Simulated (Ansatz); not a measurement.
Input of an Ansatz 0.2.0 run:

File input.yaml:

```yaml
crystal:
  lattice:
    - [5.118, 0.0, 0.0]
    - [0.0, 5.1857, 0.0]
    - [-0.8586630598, 0.0, 5.2138671406]
  atoms:
    - { symbol: Hf, position: [0.2755, 0.4603, 0.708] }
    - { symbol: Hf, position: [0.7245, 0.9603, 0.792] }
    - { symbol: Hf, position: [0.7245, 0.5397, 0.292] }
    - { symbol: Hf, position: [0.2755, 0.0397, 0.208] }
    - { symbol: O, position: [0.0742, 0.1684, 0.8467] }
    - { symbol: O, position: [0.9258, 0.6684, 0.6533] }
    - { symbol: O, position: [0.9258, 0.8316, 0.1533] }
    - { symbol: O, position: [0.0742, 0.3316, 0.3467] }
    - { symbol: O, position: [0.4487, 0.7419, 0.9801] }
    - { symbol: O, position: [0.5513, 0.2419, 0.5199] }
    - { symbol: O, position: [0.5513, 0.2581, 0.0199] }
    - { symbol: O, position: [0.4487, 0.7581, 0.4801] }
hamiltonian:
  xc: revpbe
  pseudopotentials: { kind: paw }
  dispersion: d4
kpoints:
  mp_grid: { grid: [5, 5, 5] }
scf:
  occupations: { method: fermi_dirac, width: 0.05 }
output:
  forces: true
  stress: true
relax:
  f_tol: 0.01
  max_steps: 40
  cell: { stress_tol: 0.05 }
```

Potentials or basis: Ansatz PAW.

Run with:

```bash
$ ansatz run input.yaml --threads 4 --pin off --max-ram 11264MiB --backend cpu --events-out ev --progress --plain --runs-dir out
```

Q: Predict the space group after relaxing (to 0.05 Å).

A: P2_1/c (No. 14).

Q: Predict the band gap on the k mesh.

A: 4.18 eV.

Q: Predict the relaxed cell.

A: a = 5.120 Å, b = 5.209 Å, c = 5.299 Å, α = 90.00°, β = 99.30°, γ = 90.00°.

Final structure:
```
Hf O
1.0
     5.11999    0.00000    0.00140
     0.00000    5.20891    0.00000
    -0.85757    0.00000    5.22951
Hf O
4 8
Cartesian
  0.8074 2.3857 3.7051
  3.0262 4.9901 4.1405
  3.4550 2.8232 1.5258
  1.2362 0.2188 1.0904
  -0.3486 0.8401 4.3897
  4.1822 3.4445 3.4559
  4.6110 4.3688 0.8412
  0.0802 1.7644 1.7750
  1.4461 3.8635 5.1205
  2.3875 1.2590 2.7252
  2.8163 1.3454 0.1104
  1.8749 3.9499 2.5057
```

Caveat: odd divisions of the mesh miss points on the zone boundary, where band edges often lie, so the gap on the mesh can be too wide; the plane-wave basis is chosen anew once the cell has moved, so the energies of steps on either side of that aren't comparable; spin-orbit coupling is left out, which moves the levels of the heavy elements. A k mesh can miss the band edges.
